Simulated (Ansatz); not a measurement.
All numbers below come from Ansatz, DFT PBE, scalar-relativistic, plane waves, PAW. All cells share a 420 eV cutoff and Γ-centred k meshes spaced at most about 0.3 Å⁻¹ (about 0.25 or finer for metals, 2π included). No spin polarisation in the final relaxations.

Temperature and zero-point effects are left out.

Two relaxed structures of Sn:

A.

```yaml
crystal:
  lattice:
    - [-2.00352, 2.00352, 1.72847]
    - [2.00352, -2.00352, 1.72847]
    - [2.00352, 2.00352, -1.72847]
  atoms:
    - { symbol: Sn, position: [0.50000, 0.50000, 0.00000] }
```

B.

```yaml
crystal:
  lattice:
    - [3.26790, 0.00000, 0.00000]
    - [-1.63395, 2.83009, 0.00000]
    - [0.00000, 0.00000, 3.07265]
  atoms:
    - { symbol: Sn, position: [0.00000, 0.00000, 0.50000] }
```

Question: Which is lower in energy, and by how much?

Answer: B is lower, by 21 meV/atom. A has space group I4/mmm (No. 139), 27.8 Å³/atom and no gap on its mesh; B has the simple hexagonal type, space group P6/mmm (No. 191), 28.4 Å³/atom and no gap. Counting all near atoms (those within 1.25 times the shortest distance at each site; a plus sign parts nearer from farther groups), A has Sn 10+4 and B has Sn 8. In A, Sn has 10 Sn at 3.32–3.46 Å and 4 Sn at 4.01 Å. In B, around Sn lie 2 Sn at 3.07 Å and 6 Sn at 3.27 Å. Both come from invented guesses. The part of the Crystallography Open Database at hand lists Sn in space groups No. 15, 139, 141, 225, 227; sharing a group (I4/mmm) doesn't make a cell the listed structure.

With atoms moved at random, P6/mmm came back. Other cells relaxed within their symmetry can be saddle points.
